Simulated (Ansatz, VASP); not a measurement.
**Two plane-wave programs on SiMo3**

```
CELL_PARAMETERS angstrom
4.90645 0.00000 0.00000
0.00000 4.90645 0.00000
0.00000 0.00000 4.90645
ATOMIC_POSITIONS crystal
Si 0.00000 0.00000 0.00000
Si 0.50000 0.50000 0.50000
Mo 0.25000 0.00000 0.50000
Mo 0.50000 0.75000 0.00000
Mo 0.75000 0.00000 0.50000
Mo 0.50000 0.25000 0.00000
Mo 0.00000 0.50000 0.75000
Mo 0.00000 0.50000 0.25000
```

Alike in both runs: task single point; functional PBE; k mesh 4 × 4 × 4; occupations gaussian, width 0.2 eV; no spin polarisation.

```csv
,VASP,Ansatz
version,VASP 6.6.1,Ansatz 0.2.0
potentials or method,"VASP PAW PBE potentials, release 64 (Si, Mo_sv)","scalar-relativistic, plane waves, PAW"
plane-wave cutoff (eV),520,420
valence electrons in the cell,92,92
```

```csv
,VASP,Ansatz,Ansatz less VASP
gap on the k mesh at the Fermi level (eV),none,none,-
pressure (GPa),1.3,0.8,-0.47
```

A gap of «none» marks a metal or a gap that the smearing closes. With one functional, cell and mesh, what is left measures potentials, basis and numerics.
